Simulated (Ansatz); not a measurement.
# ZrO2 at several levels of theory

One geometry, relaxed with PBE, and single points on it; plane waves with PAW potentials in Ansatz, scalar-relativistic unless the row names spin-orbit coupling. No spin polarisation. Meshes are on the primitive cell of 3 atoms. Gaps are the least over mesh and band path; pressure is positive in compression. Smearing is Gaussian, 0.02 eV. Stresses of the hybrids are converged loosely, to a few tenths of a GPa.

Space group Fm-3m (No. 225). a = 5.116 Å, b = 5.116 Å, c = 5.116 Å, α = 90.00°, β = 90.00°, γ = 90.00°
| atom | site | symmetry | x | y | z |
| --- | --- | --- | --- | --- | --- |
| Zr | 4a | m-3m | 0.0000 | 0.0000 | 0.0000 |
| O | 8c | -43m | 0.2500 | 0.7500 | 0.7500 |

```csv
level,cutoff (eV),k mesh,gap (eV),pressure (GPa),rough cost with bands (core-min)
HSE06,420,6×6×6,4.93,-6.7,11
PBE0,420,6×6×6,5.68,-6.6,10
```

This fluorite-type form isn't the usual stable structure of the compound.